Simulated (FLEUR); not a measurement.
MnO in FLEUR: the effect of Hubbard term

Crystal: MnO.

```
Mn O
1.0
     3.37170    0.00000    0.00000
    -1.68585    2.91998    0.00000
     0.00000    0.00000    5.38550
Mn O
2 2
Cartesian
  1.6859 0.9733 2.7518
  0.0000 1.9467 0.0590
  1.6859 0.9733 4.7148
  0.0000 1.9467 2.0221
```

Measurements of this composition are mostly on another form, of space group No. 225.

Alike in all runs:

| Property | Result |
| --- | --- |
| Program | FLEUR MaX-R8.1 (later development tree) |
| Task | single point |
| Functional | PBEsol |
| Potentials or basis | all-electron |
| Basis | FLAPW |
| Kmax | 5.08 1/bohr |
| k mesh | 7 × 7 × 4 |
| Occupations | fermi-dirac, width 0.05 eV |
| Spin | collinear spin, ferromagnetic start |
| Starting moments | [4.0, 4.0, 0.0, 0.0] μB |
| Gmax | 15.7 1/bohr |
| Muffin-tin radii | Mn 1.93, O 1.47 bohr |
| lmax | Mn 8, O 8 |
| lnonsphr | Mn 8, O 8 |
| Local orbitals a species | Mn 4, O 3 |
| Max iterations | 100 |

```csv
Hubbard term,gap on the mesh (eV)
Mn d U = 0.0 eV,?
Mn d U = 2 eV,0.09
Mn d U = 3 eV,0.10
Mn d U = 4 eV,0.11
Mn d U = 5 eV,0.12
Mn d U = 6 eV,0.13
```

Question: What does the run with Hubbard term Mn d U = 0.0 eV give?

Answer: gap on the mesh none.

Caveats: only a ferromagnetic start was run, and an antiferromagnetic order may lie lower in energy; an odd mesh through Γ misses points on the zone boundary, where band edges often lie (some runs).

A gap of «none» marks a metal or a gap under the smearing width.
